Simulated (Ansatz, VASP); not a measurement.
One calculation of Hf, two programs

```
Hf
1.0
     3.49066    0.00000    0.00000
     0.00000    3.49066    0.00000
     0.00000    0.00000   25.47197
Hf
7
Direct
  0.50000 0.50000 0.29814
  0.00000 0.00000 0.36308
  0.50000 0.50000 0.43145
  0.00000 0.00000 0.50000
  0.50000 0.50000 0.56855
  0.00000 0.00000 0.63692
  0.50000 0.50000 0.70186
```

Alike in both runs: functional PBEsol; k mesh 10 × 10 × 1; occupations gaussian, width 0.1 eV; no spin polarisation.

Ansatz relaxed the structure, and its values are those at the end. VASP's run is a single point on that final structure, the one shown.

|  | VASP | Ansatz |
| --- | --- | --- |
| version | VASP 6.6.1 | Ansatz 0.2.0 |
| potentials or method | VASP PAW PBE potentials, release 64 (Hf_pv) | scalar-relativistic, plane waves, PAW |
| plane-wave cutoff (eV) | 520 | 420 |
| valence electrons in the cell | 70 | 182 |

Ansatz gave:

| Quantity | Value |
| --- | --- |
| gap on the k mesh at the Fermi level (eV) | none |
| rms of the force components (eV/Å) | 0.001 |
| work function, face that differs most (eV) | 3.33 |

Problem. Estimate VASP's values.

Solution. gap on the k mesh at the Fermi level (eV): none; rms of the force components (eV/Å): 0.012; work function, face that differs most (eV): 3.34.

A gap of «none» marks a metal or a gap that the smearing closes. The two sets of potentials don't hold the same shells in valence. Ansatz warned: «vacuum_density_over_bound».

Caveats: the PAW data sets were made with another functional, which shifts forces and pressure a little (VASP). The runs have no spin-orbit coupling, so splittings on Hf are missing.
